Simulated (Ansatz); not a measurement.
SnTe in Ansatz: the effect of target pressure

SnTe:

```xyz
2
Lattice="0.0000 3.1509 3.1509 3.1509 0.0000 3.1509 3.1509 3.1509 0.0000" Properties=species:S:1:pos:R:3 pbc="T T T"
Te    3.1509    3.1509    3.1509
Sn    0.0000    0.0000    0.0000
```

Alike in all runs:

| Property | Result |
| --- | --- |
| Program | Ansatz 0.2.0 |
| Task | relaxation of cell and atoms |
| Functional | PBE |
| Potentials or basis | Ansatz PAW |
| Cutoff | 420 eV (not typed: the program's choice for these potentials) |
| k mesh | 7 × 7 × 7 |
| Occupations | fermi-dirac, width 0.05 eV |
| Spin | no spin polarisation |

Each run relaxes the cell or the atoms first.

```csv
target pressure,relaxed volume (Å³/atom)
0 GPa,32.87
2 GPa,31.43
5 GPa,29.76
10 GPa,?
20 GPa,25.10
30 GPa,23.17
```

Problem. What does the run with target pressure 10 GPa give?

Solution. Relaxed volume 27.75 Å³/atom.

Worked out: In Murnaghan's law V^(-B') rises as a straight line in P. The other rows fit best with B' = 3.5, V0 = 32.81 Å³/atom and B0 = 44 GPa, which gives 27.79 Å³/atom at 10 GPa, against the run's 27.75.

Caveats: the plane-wave basis is chosen anew once the cell has moved, so the energies of steps on either side of that aren't comparable; the volume moved by over 15 % at a fixed basis, so the end points are rough (some runs).
